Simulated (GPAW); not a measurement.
# CdSe (F-43m) in GPAW: equation of state

Aim: energy against volume of CdSe in PBE, for its equilibrium volume and stiffness.

All numbers are computed with GPAW 26.7.0; they aren't measurements. Logs are shortened: lines on timing, memory, paths and dates and some standing lists are left out, and cuts for length are marked. The log counts tension as positive stress, the text compression.

## Step 1: Starting point

Symmetry: F-43m, No. 216, cubic system. Conventional cell: a = 6.141 Å, b = 6.141 Å, c = 6.141 Å, α = 90.00°, β = 90.00°, γ = 90.00°. Around Cd (site symmetry -43m) lie 4 Se at 2.66 Å. Around Se (site symmetry -43m) lie 4 Cd at 2.66 Å.

Measurements of this composition are mostly on another form, of space group No. 186.

## Step 2: Equation of state, PBE

run.py reads:

```python
from ase import Atoms
from ase.eos import EquationOfState
from ase.io import Trajectory
from ase.units import GPa
from gpaw import GPAW, PW

atoms = Atoms(['Cd', 'Se'],
              cell=[[0.0, 3.0702711986, 3.0702711986],
                    [3.0702711986, 0.0, 3.0702711986],
                    [3.0702711986, 3.0702711986, 0.0]],
              scaled_positions=[[0.0, 0.0, 0.0],
                                [0.25, 0.25, 0.25]],
              pbc=True)

traj = Trajectory('eos.traj', 'w')
volumes, energies = [], []
for x in [0.94, 0.96, 0.98, 1.0, 1.02, 1.04, 1.06]:
    a = atoms.copy()
    a.set_cell(atoms.cell * x**(1 / 3), scale_atoms=True)
    calc = GPAW(mode=PW(600),
                xc='PBE',
                kpts={'size': (8, 8, 8), 'gamma': True},
                occupations={'name': 'fermi-dirac', 'width': 0.05},
                nbands=18,
                convergence={'density': 1e-05, 'energy': 1e-05},
                maxiter=150,
                txt=f'eos-{x:.2f}.txt')
    a.calc = calc
    energies.append(a.get_potential_energy(force_consistent=True))
    volumes.append(a.get_volume())
    p = -a.get_stress()[:3].mean() / GPa
    calc.write(f'eos-{x:.2f}.gpw')
    traj.write(a)
    print(f'{x:.2f} {volumes[-1]:10.4f} A^3 {energies[-1]:14.6f} eV {p:9.3f} GPa', flush=True)

v0, e0, B = EquationOfState(volumes, energies, eos='birchmurnaghan').fit()
print(f'V0 = {v0:.4f} A^3, E0 = {e0:.6f} eV, B0 = {B / GPa:.2f} GPa')
```

Potentials or basis: GPAW PAW data sets (gpaw-data 1.2.1), pw.

Launch:

```bash
$ OMP_NUM_THREADS=1 python run.py
```

Log:

```text
__  _  _
 | _ |_)|_||  |
 |__||  | ||/\| - 26.7.0

Input parameters:
  mode=PW(ecut=600.0),
  convergence={'density': 1e-05, 'energy': 1e-05},
  kpts=MonkhorstPack(size=(8, 8, 8), gamma=True),
  maxiter=150,
  nbands=18,
  occupations=Occupations(name='fermi-dirac', width=0.05),
  xc=XC(name='PBE')

Diagonalizing LCAO Hamiltonian
Converting LCAO to pw mode

            Se

       Cd

Atoms  # Å, Bohr magnetons
|   | symbol |        x |        y |        z |    initial magnetic moments |
|---|--------|----------|----------|----------|-----------------------------|
| 0 |     Cd | 0.000000 | 0.000000 | 0.000000 | ( 0.0000,  0.0000,  0.0000) |
| 1 |     Se | 1.503798 | 1.503798 | 1.503798 | ( 0.0000,  0.0000,  0.0000) |

Unit cell  # Å
| periodic |        x |        y |        z |  lengths |    angles |
|----------|----------|----------|----------|----------|-----------|
|      yes | 0.000000 | 3.007595 | 3.007595 | 4.253382 | 60.000000 |
|      yes | 3.007595 | 0.000000 | 3.007595 | 4.253382 | 60.000000 |
|      yes | 3.007595 | 3.007595 | 0.000000 | 4.253382 | 60.000000 |

Number of symmetries: 24
Symmetry operations  # r_c * U_cc + t_c -> r_c
|    | kind |            matrix            |
|----|------|------------------------------|
|  0 |  E   |  1, 0, 0,  0, 1, 0,  0, 0, 1 |
|  1 |  σ   |  1, 0, 0,  0, 0, 1,  0, 1, 0 |
|  2 |  σ   |  1, 0,-1,  0, 1,-1,  0, 0,-1 |
|  3 |  C3  |  1, 0,-1,  0, 0,-1,  0, 1,-1 |
|  4 |  C3  |  1,-1, 0,  0,-1, 1,  0,-1, 0 |
|  5 |  σ   |  1,-1, 0,  0,-1, 0,  0,-1, 1 |
|  6 |  σ   |  0, 1, 0,  1, 0, 0,  0, 0, 1 |
|  7 |  C3  |  0, 1, 0,  0, 0, 1,  1, 0, 0 |
|  8 |  C2  |  0, 1,-1,  1, 0,-1,  0, 0,-1 |
|  9 |  S4  |  0, 1,-1,  0, 0,-1,  1, 0,-1 |
| 10 |  C3  |  0, 0, 1,  1, 0, 0,  0, 1, 0 |
| 11 |  σ   |  0, 0, 1,  0, 1, 0,  1, 0, 0 |
| 12 |  S4  |  0, 0,-1,  1, 0,-1,  0, 1,-1 |
| 13 |  C3  |  0, 0,-1,  0, 1,-1,  1, 0,-1 |
| 14 |  S4  |  0,-1, 1,  1,-1, 0,  0,-1, 0 |
| 15 |  C2  |  0,-1, 1,  0,-1, 0,  1,-1, 0 |
| 16 |  C3  |  0,-1, 0,  1,-1, 0,  0,-1, 1 |
| 17 |  S4  |  0,-1, 0,  0,-1, 1,  1,-1, 0 |
| 18 |  S4  | -1, 1, 0, -1, 0, 1, -1, 0, 0 |
| 19 |  C3  | -1, 1, 0, -1, 0, 0, -1, 0, 1 |
| 20 |  C3  | -1, 0, 1, -1, 1, 0, -1, 0, 0 |
| 21 |  S4  | -1, 0, 1, -1, 0, 0, -1, 1, 0 |
| 22 |  σ   | -1, 0, 0, -1, 1, 0, -1, 0, 1 |
| 23 |  C2  | -1, 0, 0, -1, 0, 1, -1, 1, 0 |

BZ-sampling:
  Number of BZ points: 512
  Number of IBZ points: 29

  Monkhorst-Pack size: [8, 8, 8]
  Monkhorst-Pack shift: [0.0625, 0.0625, 0.0625]

K-points  # in reciprocal-cell coordinates
|     |                                coordinates |     weight |
|-----|--------------------------------------------|------------|
|   0 | (  0.00000000,   0.00000000,   0.00000000) | 0.00195312 |
|   1 | (  0.12500000,   0.12500000,   0.00000000) | 0.01171875 |
|   2 | (  0.12500000,   0.12500000,   0.12500000) | 0.01562500 |
|   3 | (  0.25000000,   0.12500000,   0.12500000) | 0.02343750 |
|   4 | (  0.25000000,   0.25000000,   0.00000000) | 0.01171875 |
|   5 | (  0.25000000,   0.25000000,   0.12500000) | 0.04687500 |
|   6 | (  0.25000000,   0.25000000,   0.25000000) | 0.01562500 |
|   7 | (  0.37500000,   0.25000000,  -0.37500000) | 0.04687500 |
|   8 | (  0.37500000,   0.25000000,   0.12500000) | 0.04687500 |
|   9 | (  0.37500000,   0.25000000,   0.25000000) | 0.04687500 |
| ... |                                            |            |
|  28 | (  0.50000000,   0.50000000,   0.50000000) | 0.00781250 |

Plane wave coefficients: 1839
Cutoff: 600.0 eV

Spin-components: 1 (collinear spins)
Bands:           18
Projectors:      11
Spin-degeneracy: 2
Datatype:        complex128

Density:
  Valence electrons: 18.0
  Components: 1
  Grid points: [25 25 25]
  Charge: 0.0  # |e|

Potential:
  Grid points: [25 25 25]

species:
  Cd:
    name:    Cadmium
    Z:       48.0
    valence: 12
    core:    36
    charge:  0.0  # [|e|]
    compensation charges:
      type: gauss
      rc: 0.38  # [Å]
      lmax: 2
    cutoffs:
      filter: 2.12  # [Å]
      core: 2.62  # [Å]
    projectors
    | kind |    occ | energy [eV] | rcut [Å] |
    |------|--------|-------------|----------|
    |   5s |  2.000 |      -5.655 |    1.191 |
    |   5p |  0.000 |      -1.186 |    1.228 |
    |   4d | 10.000 |     -11.739 |    1.164 |
    |    s |        |      21.556 |    1.191 |
    |    p |        |      26.026 |    1.228 |
    |    d |        |      15.473 |    1.164 |

    Using partial waves for Cd as LCAO basis

  Se:
    name:    Selenium
    Z:       34.0
    valence: 6
    core:    28
    charge:  0.0  # [|e|]
    compensation charges:
      type: gauss
      rc: 0.27  # [Å]
      lmax: 2
    cutoffs:
      filter: 1.77  # [Å]
      core: 2.67  # [Å]
    projectors
    | kind |    occ | energy [eV] | rcut [Å] |
    |------|--------|-------------|----------|
    |   4s |  2.000 |     -17.277 |    0.847 |
    |   4p |  4.000 |      -6.512 |    1.005 |
    |    s |        |       9.935 |    0.847 |
    |    p |        |      20.699 |    1.005 |
    |    d |        |       0.000 |    0.847 |

    Using partial waves for Se as LCAO basis

Reference energy: -218276.650467  # eV

eigensolver:
  PPCG
  Converge bands: occupied
  niter=2

density mixing:
  MSR1-Mixer
  Pratt-step length: 0.05
  Maximum mixing coefficient: 0.75
  Old densities: 10
  SVD Regularization: 0.005
  Good broyden scale: 1.0
  Trust region scale: 1.0
  Backstep threshold: 4.0
  History deletion threshold: 6.0
  Fourier metric: weight=20.0, sigma=0.015

occupation numbers:
  Fermi-Dirac:
    width: 0.0500  # eV

poisson solver:
  ecut: 4800.0  # eV

xc functional:
[... 9 lines left out ...]
|iter     | |      energy | eigst |  dens |
|---------|-|-------------|-------|-------|
|iter:   1| |   -5.973767 | -0.54 |       |
|iter:   2| |   -5.899384 | -2.53 | -1.18 |
|iter:   3| |   -5.630800 | -1.66 | -1.22 |
|iter:   4| |   -5.629768 | -3.39 | -1.80 |
|iter:   5| |   -5.629500 | -3.88 | -2.24 |
|iter:   6| |   -5.629530 | -5.29 | -2.96 |
|iter:   7| |   -5.629533c| -6.67 | -3.54 |
|iter:   8| |   -5.629533c| -7.66c| -4.64 |
|iter:   9| |   -5.629533c| -8.09c| -5.11c|

Converged in 9 steps
Energy contributions relative to reference atoms: (reference = -218276.650467)

Energy contributions:
  Kinetic:          22.827692
  Coulomb:         -20.354097
  Zero:              0.051261
  External:          0.000000
  Xc:               -8.154384
  Entropy:          -0.000008
  Spinorbit:         0.000000
  ----------------------------
  Free energy:      -5.629537
  Extrapolated:     -5.629533

dipole moment: (-23.120495, -23.120495, -23.120495)  # |e|*Ang

Fermi level: 4.367
Eigenvalues  # (at kpt = [0.000, 0.000, 0.000])
| band index |      eig [eV] | occ [0-2] |
|------------|---------------|-----------|
|          0 |        -8.796 |     2.000 |
|          1 |        -4.016 |     2.000 |
|          2 |        -4.016 |     2.000 |
|          3 |        -4.016 |     2.000 |
|          4 |        -3.599 |     2.000 |
|          5 |        -3.599 |     2.000 |
|          6 |         3.996 |     1.999 |
|          7 |         3.996 |     1.999 |
|          8 |         3.996 |     1.999 |
|          9 |         4.666 |     0.005 |
|         10 |         9.906 |     0.000 |
|         11 |         9.906 |     0.000 |
|         12 |         9.906 |     0.000 |
|         13 |        13.928 |     0.000 |
|         14 |        15.200 |     0.000 |
|         15 |        15.200 |     0.000 |
|         16 |        16.127 |     0.000 |
|         17 |        16.127 |     0.000 |

Gap: 0.670 eV
Transition (v -> c):
  (s=0, k=0, n=8, [0.00, 0.00, 0.00]) -> (s=0, k=0, n=9, [0.00, 0.00, 0.00])
No difference between direct/indirect transitions

Stress tensor  # eV/Ang^3
|         x |         y |         z |
|-----------|-----------|-----------|
| -0.029111 |  0.000000 |  0.000000 |
|  0.000000 | -0.029111 |  0.000000 |
|  0.000000 |  0.000000 | -0.029111 |

# Writing to eos-0.94.gpw (mode='')
```

Wall time 2.5 min (1 thread of Intel Xeon Platinum 8259CL at 2.50GHz (Skylake/Cascade Lake), shared host); peak memory 0.32 GiB.

Results:

| Item | Value |
| --- | --- |
| Equilibrium volume | 29.61 Å³/atom |
| Bulk modulus | 45 GPa |
| Pressure derivative of the bulk modulus | 4.7 |

Energy against volume, from the lowest point:
```
volume (Å³/atom)  energy (meV/atom)
          27.206              32.31
          27.784              17.86
          28.363               7.98
          28.942               2.16
          29.521               0.00
          30.100               1.08
          30.679               5.10
```
